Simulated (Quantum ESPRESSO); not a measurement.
An input for Quantum ESPRESSO 7.5 (F):

Contents of pw.in:

```
&CONTROL
  calculation = 'scf'
  prefix = 'pwscf'
  outdir = './tmp'
  pseudo_dir = './pseudo'
  tprnfor = .true.
  tstress = .true.
  disk_io = 'low'
/
&SYSTEM
  ibrav = 0
  nat = 4
  ntyp = 1
  ecutwfc = 36
  ecutrho = 216
  nbnd = 21
  input_dft = 'pbesol'
  occupations = 'smearing'
  smearing = 'gaussian'
  degauss = 0.14699729
  vdw_corr = 'grimme-d3'
  dftd3_version = 6
/
&ELECTRONS
  conv_thr = 8d-10
  electron_maxstep = 50
  mixing_beta = 0.5
/
ATOMIC_SPECIES
F     18.9984 F.GGA_PBE-JTH.UPF
CELL_PARAMETERS angstrom
   2.7500000000   -1.6400000000    0.0000000000
   2.7500000000    1.6400000000    0.0000000000
  -1.5360100000    0.0000000000    7.1200200000
ATOMIC_POSITIONS crystal
F      0.0570195200    0.0585686700    0.1011471100
F      0.9519176300    0.9526674200    0.9046811300
F      0.4945462500    0.4851943300    0.5988457800
F      0.4965166000    0.5035695800    0.3953259800
K_POINTS automatic
9 9 4 0 0 0
```

Potentials or basis: JTH 2.0 PBE.

Launch:

```sh
$ OMP_NUM_THREADS=1 pw.x -in pw.in > pw.out
```

**Question.** What does the program do with it?

**Answer.** The run stopped without a result. It printed:

pw.out:

```text
This program is part of the open-source Quantum ESPRESSO suite
     for quantum simulation of materials; please cite
         "P. Giannozzi et al., J. Phys.:Condens. Matter 21 395502 (2009);
         "P. Giannozzi et al., J. Phys.:Condens. Matter 29 465901 (2017);
         "P. Giannozzi et al., J. Chem. Phys. 152 154105 (2020);
     in publications or presentations arising from this work. More details at

     file F.GGA_PBE-JTH.UPF: wavefunction(s)  0S 2P 0P renormalized

     IMPORTANT: XC functional enforced from input :
     Exchange-correlation= PBESOL
                           (   1   4  10   8   0   0   0)
     Any further DFT definition will be discarded
     Please, verify this is what you really want

 program stopped due to: functional name unknown
STOP must stop!
```
